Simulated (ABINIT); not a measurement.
BaTe:

```
Ba Te
1.0
     0.00000    3.41000    3.41000
     3.41000    0.00000    3.41000
     3.41000    3.41000    0.00000
Ba Te
1 1
Direct
  0.00000 0.00000 0.00000
  0.50000 0.50000 0.50000
```

Base run:

| Item | Value |
| --- | --- |
| Program | ABINIT 10.8.3 (patched build) |
| Functional | PBEsol |
| Potentials or basis | PseudoDojo NC SR PBEsol v0.4.1 standard |
| Cutoff | 1088 eV |
| k mesh | 7 × 7 × 7 |
| Occupations | fermi-dirac, width 0.05 eV |
| Spin | no spin polarisation |

Its results: band gap on the k mesh 1.34 eV, indirect (least direct gap 1.71 eV); pressure 2.1 GPa.

**Question.** The run is repeated on the same cell with these changes: functional from PBEsol to PBE; potentials or basis from PseudoDojo NC SR PBEsol v0.4.1 standard to JTH PAW PBE v2.0; cutoff from 1088 eV to 408 eV; valence electrons from 26 to 16. What comes out?

**Answer.** Band gap on the k mesh 1.38 eV, indirect (least direct gap 1.76 eV); pressure 4.1 GPa.

Caveats: spin-orbit coupling is left out, which moves the levels of the heavy elements; this set's barium file shifts pressures by 1 GPa against other sets (some runs); this release of the barium file is off (some runs); this set's barium file shifts pressures by 1.5 GPa and gaps by 0.1 eV against other sets (some runs).

A k mesh can miss the band edges.
